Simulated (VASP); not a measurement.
# SiC (Moissanite 3C) (F-43m) in VASP: a series of runs

The runs below take SiC (Moissanite 3C) through relaxation of cell and atoms, with BLYP+D3(BJ), BLYP+D4.

All numbers are computed with VASP 6.6.1; they aren't measurements. Logs are shortened: lines on timing, memory, paths and dates and some standing lists are left out, and cuts for length are marked.

## 1. The structure

Symmetry: F-43m, No. 216, cubic system. Conventional cell: a = 4.358 Å, b = 4.358 Å, c = 4.358 Å, α = 90.00°, β = 90.00°, γ = 90.00°. Si (site symmetry -43m) has 4 C at 1.89 Å as nearest neighbours. C (site symmetry -43m) is surrounded by 4 Si at 1.89 Å.

## 2. Relaxation of cell and atoms, BLYP+D3(BJ)

The input, INCAR:

```
PREC = Accurate ; ENCUT = 600
EDIFF = 1E-7 ; ISMEAR = -1
SIGMA = 0.05 ; LREAL = False
LASPH = True ; NELM = 80
ALGO = Fast ; ISIF = 3
LWAVE = False ; LCHARG = False
GGA = B5 ; ALDAX = 1.0
AGGAX = 1.0 ; AGGAC = 1.0
ALDAC = 0.0 ; IVDW = 12
VDW_S6 = 1.0 ; VDW_S8 = 2.6996
VDW_A1 = 0.4298 ; VDW_A2 = 4.2359
IBRION = 2 ; NSW = 40
EDIFFG = -0.01
```

The input, KPOINTS:

```
Automatic mesh
0
Gamma
  10 10 10
```

The input, POSCAR:

```
SiC
1.0
    0.0000000000      2.1790000000      2.1790000000
    2.1790000000      0.0000000000      2.1790000000
    2.1790000000      2.1790000000      0.0000000000
Si C
1 1
Direct
    0.0000000000      0.0000000000      0.0000000000
    0.7500000000      0.7500000000      0.7500000000
```

Potentials or basis: VASP PAW PBE potentials, release 64 (Si, C).

The run is started by

```
$ cat potpaw_PBE.64/Si/POTCAR potpaw_PBE.64/C/POTCAR > POTCAR
$ mpirun -np 1 vasp_std > vasp.out
```

OUTCAR:

```text
PREC = Accurate
   ENCUT = 600
   EDIFF = 1E-7
   ISMEAR = -1
   LREAL = False
   LASPH = True
   NELM = 80
   ISIF = 3
   GGA = B5
   IVDW = 12
   IBRION = 2
   NSW = 40
   EDIFFG = -0.01
 IVDW          = 12

 ion  position               nearest neighbor table
   1  0.000  0.000  0.000-   2 1.89   2 1.89   2 1.89   2 1.89
   2  0.750  0.750  0.750-   1 1.89   1 1.89   1 1.89   1 1.89

  LATTYP: Found a face centered cubic cell.
 ALAT       =     4.3580000000

  Lattice vectors:

 A1 = (   0.0000000000,   2.1790000000,   2.1790000000)
 A2 = (   2.1790000000,   0.0000000000,   2.1790000000)
 A3 = (   2.1790000000,   2.1790000000,   0.0000000000)

Analysis of symmetry for initial positions (statically):
=====================================================================
 Subroutine PRICEL returns:
 Original cell was already a primitive cell.

 Routine SETGRP: Setting up the symmetry group for a
 face centered cubic supercell.

 Subroutine GETGRP returns: Found 24 space group operations
 (whereof 24 operations were pure point group operations)
 out of a pool of 48 trial point group operations.

The static configuration has the point symmetry T_d .

Analysis of symmetry for dynamics (positions and initial velocities):
=====================================================================
 Subroutine PRICEL returns:
 Original cell was already a primitive cell.

 Routine SETGRP: Setting up the symmetry group for a
 face centered cubic supercell.

 Subroutine GETGRP returns: Found 24 space group operations
 (whereof 24 operations were pure point group operations)
 out of a pool of 48 trial point group operations.

The dynamic configuration has the point symmetry T_d .

 Subroutine INISYM returns: Found 24 space group operations
 (whereof 24 operations are pure point group operations),
 and found     1 'primitive' translations

----------------------------------------------------------------------------------------

                                     Primitive cell

  volume of cell :      20.6920

  direct lattice vectors                    reciprocal lattice vectors
     0.000000000  2.179000000  2.179000000    -0.229463056  0.229463056  0.229463056
     2.179000000  0.000000000  2.179000000     0.229463056 -0.229463056  0.229463056
     2.179000000  2.179000000  0.000000000     0.229463056  0.229463056 -0.229463056

  length of vectors
     3.081571352  3.081571352  3.081571352     0.397441672  0.397441672  0.397441672

  position of ions in fractional coordinates (direct lattice)
     0.000000000  0.000000000  0.000000000
     0.750000000  0.750000000  0.750000000

  ion indices of the primitive-cell ions
[... 68 lines left out ...]
   ICHARG =      2    charge: 1-file 2-atom 10-const
   ISPIN  =      1    spin polarized calculation?
   LNONCOLLINEAR =      F non collinear calculations
   LSORBIT =      F    spin-orbit coupling
   LASPH  =      T    aspherical Exc in radial PAW
   ENCUT  =  600.0 eV  44.10 Ry    6.64 a.u.   6.15  6.15  6.15*2*pi/ulx,y,z
   NELM   =     80;   NELMIN=  2; NELMDL= -5     # of ELM steps
   EDIFF  = 0.1E-06   stopping-criterion for ELM
   LREAL  =      F    real-space projection
   EDIFFG = -.1E-01   stopping-criterion for IOM
   NSW    =     40    number of steps for IOM
   IBRION =      2    ionic relax: 0-MD 1-quasi-New 2-CG
   NFREE  =      1    steps in history (QN), initial steepest desc. (CG)
   ISIF   =      3    stress and relaxation
   ISYM   =      2    0-nonsym 1-usesym 2-fastsym
   POTIM  = 0.5000    time-step for ionic-motion
   TEBEG  =    0.0;   TEEND  =   0.0 temperature during run
   PSTRESS=    0.0 pullay stress
   NELECT =       8.0000    total number of electrons
   NUPDOWN=      -1.0000    fix difference up-down
   EMIN   =  10.00;   EMAX   =-10.00  energy-range for DOS
   EFERMI =   0.00;   METHOD = LEGACY
   ISMEAR =    -1;   SIGMA  =   0.05  broadening in eV -4-tet -1-fermi 0-gaus
   EFERMI_NEDOS =   21; number of points for ismear=-14 and -15
   IALGO  =     68    algorithm
   IMIX   =      4    mixing-type and parameters
     AMIX     =   0.40;   BMIX     =  1.00
     AMIX_MAG =   1.60;   BMIX_MAG =  1.00
  volume/ion in A,a.u.               =      10.35        69.82
  Fermi-wavevector in a.u.,A,eV,Ry     =   1.192626  2.253736 19.352338  1.422357
  Thomas-Fermi vector in A             =   2.328660
   LORBIT       =      0    0 simple, 1 ext, 2 COOP (PROOUT), +10 PAW based schemes
   GGA     = B5    functional components
   LHFCALC =     F    Hartree Fock is set to
   AEXX    =    0.0000 exact exchange contribution
   IVDW    =    12    specifies the selected vdW correction
   LEPSILON=     F    determine dielectric tensor
   LRPA    =     F    only Hartree local field effects (RPA)
 conjugate gradient relaxation of ions
 non-spin polarized calculation
 RMM-DIIS sequential band-by-band and
  energy-cutoff  :      600.00
  volume of cell :       20.69
 maximum number of plane-waves:       701
 NGX is ok and might be reduce to    28
   NGX = 13   NGY = 13   NGZ = 13

--------------------------------------- Ionic step        1  -------------------------------------------

 number of electron       8.0000000 magnetization

 Free energy of the ion-electron system (eV)
  ---------------------------------------------------
  ext. energy  EPLUGINS =         0.00000000
  ---------------------------------------------------
  free energy    TOTEN  =       -13.64725921 eV

  energy without entropy =      -13.64725920  energy(sigma->0) =      -13.64725920

------------------------ aborting loop because EDIFF is reached ----------------------------------------

 Edisp (eV)   -1.29068

 E8    (eV) :    -0.8844
[... 71 lines left out ...]
--------------------------------------- Ionic step        3  -------------------------------------------

 number of electron       8.0000000 magnetization

 Free energy of the ion-electron system (eV)
  ---------------------------------------------------
  ext. energy  EPLUGINS =         0.00000000
  ---------------------------------------------------
  free energy    TOTEN  =       -13.63778688 eV

  energy without entropy =      -13.63778688  energy(sigma->0) =      -13.63778688

 E-fermi :   9.4829     XC(G=0): -10.6850

 val. band max:        8.6097635047   @ k =   0.0000   0.0000   0.0000
 cond. band min:      10.3081652966   @ k =   0.5000   0.5000   0.0000
 fundamental gap:      1.6984017919
 Fermi energy:         9.4828838062

 k-point     1 :       0.0000    0.0000    0.0000
  band No.  band energies     occupation
      1      -6.7217      2.00000
      2       8.6098      2.00000
      3       8.6098      2.00000
      4       8.6098      2.00000
      5      15.1285      0.00000
      6      16.0556      0.00000
      7      16.0556      0.00000
      8      16.0556      0.00000
[... 243 lines left out ...]
 k-point    24 :       0.4000    0.3000    0.0000
  band No.  band energies     occupation
      1      -3.5917      2.00000
      2       3.0734      2.00000
      3       5.5137      2.00000
      4       6.0183      2.00000
      5      11.7846      0.00000
      6      14.4750      0.00000
      7      20.3889      0.00000
      8      20.6908      0.00000

 [... further k-points ...]

------------------------ aborting loop because EDIFF is reached ----------------------------------------

 Edisp (eV)   -1.30103

 E8    (eV) :    -0.8914
[... 25 lines left out ...]
  FREE ENERGIE OF THE ION-ELECTRON SYSTEM (eV)
  ---------------------------------------------------
  free  energy   TOTEN  =       -14.9388216230 eV

  energy  without entropy=      -14.9388216223  energy(sigma->0) =      -14.93882162

 reached required accuracy - stopping structural energy minimisation
```

Run time: 40 s. Hardware: 1 thread of Intel Xeon Platinum 8488C (Sapphire Rapids), shared host; peak memory 0.16 GiB.

Results:

```yaml
Free_energy: -14.9388 eV
Relaxed_volume: 10.26 Å³/atom
Relaxed_cell: a = 3.073 Å, b = 3.073 Å, c = 3.073 Å, α = 60.00°, β = 60.00°, γ = 60.00°
Space_group_after_relaxing_to_0.05_Å: F-43m (No. 216)
Energy_gained_by_relaxing: 0.4 meV/atom
Ionic_steps: 3
Pressure_after_relaxing: 0.0 GPa
Band_gap_on_the_k_mesh: 1.70 eV, indirect (least direct gap 4.85 eV)
Dispersion_energy_per_atom: -0.651 eV
```

The path:
```
step  energy change (eV)  largest force (eV/Å)  pressure (GPa)  volume (Å³)
   1              0.0000                0.0000           -1.69        20.69
   2              0.0000                0.0000            1.72        20.37
   3             -0.0009                0.0000           -0.01        20.53
```

Final structure:
```yaml
crystal:
  lattice:
    - [0.00000, 2.17320, 2.17320]
    - [2.17320, 0.00000, 2.17320]
    - [2.17320, 2.17320, 0.00000]
  atoms:
    - { symbol: Si, position: [0.00000, 0.00000, 0.00000] }
    - { symbol: C, position: [0.75000, 0.75000, 0.75000] }
```

Levels at points of the mesh, in eV from the valence-band top:
| k point | band 1 | band 2 | band 3 | band 4 | band 5 | band 6 | band 7 | band 8 |
| --- | --- | --- | --- | --- | --- | --- | --- | --- |
| (0.00, 0.00, 0.00) | -15.33 | 0.00 | 0.00 | 0.00 | 6.52 | 7.45 | 7.45 | 7.45 |
| (0.50, 0.00, 0.00) | -11.79 | -8.42 | -1.05 | -1.05 | 5.64 | 7.44 | 7.44 | 10.40 |
| (0.50, 0.50, 0.00) | -10.34 | -7.74 | -3.15 | -3.15 | 1.70 | 4.57 | 14.18 | 14.18 |

Caveat: the PAW data sets were made with another functional, which shifts forces and pressure a little. Expect the measured gap to be larger: semilocal functionals such as BLYP lack the derivative discontinuity.

## 3. Relaxation of cell and atoms, BLYP+D4

The input, INCAR:

```
AGGAC = 1.0 ; AGGAX = 1.0
ALDAC = 0.0 ; ALDAX = 1.0
ALGO = Fast ; EDIFF = 1E-6
EDIFFG = -0.005 ; ENCUT = 600
GGA = B5 ; IBRION = 2
ISIF = 3 ; ISMEAR = -1
IVDW = 13 ; LASPH = T
LCHARG = F ; LREAL = F
LWAVE = F ; NELM = 60
NSW = 40 ; PREC = Accurate
SIGMA = 0.05 ; VDW_A1 = 0.44488865
VDW_A2 = 4.0933009 ; VDW_S6 = 1.0
VDW_S8 = 2.34076671
```

The input, KPOINTS:

```
k-points
0
Gamma
  10 10 10
```

POSCAR is that of step 2.

Potentials or basis: VASP PAW PBE potentials, release 64 (Si, C).

The run is started by

```
$ cat potpaw_PBE.64/Si/POTCAR potpaw_PBE.64/C/POTCAR > POTCAR
$ mpirun -np 1 vasp_std > vasp.out
```

OUTCAR:

```text
EDIFF = 1E-6
   EDIFFG = -0.005
   ENCUT = 600
   GGA = B5
   IBRION = 2
   ISIF = 3
   ISMEAR = -1
   IVDW = 13
   LASPH = T
   LREAL = F
   NELM = 60
   NSW = 40
   PREC = Accurate

 ion  position               nearest neighbor table
   1  0.000  0.000  0.000-   2 1.89   2 1.89   2 1.89   2 1.89
   2  0.750  0.750  0.750-   1 1.89   1 1.89   1 1.89   1 1.89

  LATTYP: Found a face centered cubic cell.
 ALAT       =     4.3580000000

  Lattice vectors:

 A1 = (   0.0000000000,   2.1790000000,   2.1790000000)
 A2 = (   2.1790000000,   0.0000000000,   2.1790000000)
 A3 = (   2.1790000000,   2.1790000000,   0.0000000000)

Analysis of symmetry for initial positions (statically):
=====================================================================
 Subroutine PRICEL returns:
 Original cell was already a primitive cell.

 Routine SETGRP: Setting up the symmetry group for a
 face centered cubic supercell.

 Subroutine GETGRP returns: Found 24 space group operations
[... 293 lines left out ...]
  ext. energy  EPLUGINS =         0.00000000
  ---------------------------------------------------
  free energy    TOTEN  =       -13.64503021 eV

  energy without entropy =      -13.64503020  energy(sigma->0) =      -13.64503020

 E-fermi :   9.4101     XC(G=0): -10.6598

 val. band max:        8.5414349467   @ k =   0.0000   0.0000   0.0000
 cond. band min:      10.2451403386   @ k =   0.5000   0.5000   0.0000
 fundamental gap:      1.7037053919
 Fermi energy:         9.4101363041

 k-point     1 :       0.0000    0.0000    0.0000
  band No.  band energies     occupation
      1      -6.7433      2.00000
      2       8.5414      2.00000
      3       8.5414      2.00000
      4       8.5414      2.00000
      5      14.9874      0.00000
      6      15.9459      0.00000
      7      15.9459      0.00000
      8      15.9459      0.00000
[... 243 lines left out ...]
 k-point    24 :       0.4000    0.3000    0.0000
  band No.  band energies     occupation
      1      -3.6290      2.00000
      2       3.0117      2.00000
      3       5.4574      2.00000
      4       5.9595      2.00000
      5      11.7113      0.00000
      6      14.3810      0.00000
      7      20.2560      0.00000
      8      20.5650      0.00000

 [... further k-points ...]

------------------------ aborting loop because EDIFF is reached ----------------------------------------

  DFT-D4 for vdW energy calculation

  Edisp (eV):   -1.28397
[... 25 lines left out ...]
  FREE ENERGIE OF THE ION-ELECTRON SYSTEM (eV)
  ---------------------------------------------------
  free  energy   TOTEN  =       -14.9289956432 eV

  energy  without entropy=      -14.9289956425  energy(sigma->0) =      -14.92899564

 reached required accuracy - stopping structural energy minimisation
```

It took 42 s on 1 thread of Intel Xeon Platinum 8488C (Sapphire Rapids), shared host; peak memory 0.15 GiB.

Results:

```
Free energy                            : -14.9290 eV
Relaxed volume                         : 10.33 Å³/atom
Relaxed cell                           : a = 3.079 Å, b = 3.079 Å, c = 3.079 Å, α = 60.00°, β = 60.00°, γ = 60.00°
Space group after relaxing (to 0.05 Å) : F-43m (No. 216)
Energy gained by relaxing              : 0.0 meV/atom
Ionic steps                            : 4
Pressure after relaxing                : 0.0 GPa
Band gap on the k mesh                 : 1.70 eV, indirect (least direct gap 4.84 eV)
Dispersion energy per atom             : -0.642 eV
```

Final structure:
```
CELL_PARAMETERS angstrom
0.00000 2.17753 2.17753
2.17753 0.00000 2.17753
2.17753 2.17753 0.00000
ATOMIC_POSITIONS crystal
Si 0.00000 0.00000 0.00000
C 0.75000 0.75000 0.75000
```

Caveat: the PAW data sets were made with another functional, which shifts forces and pressure a little. A k mesh can miss the band edges.
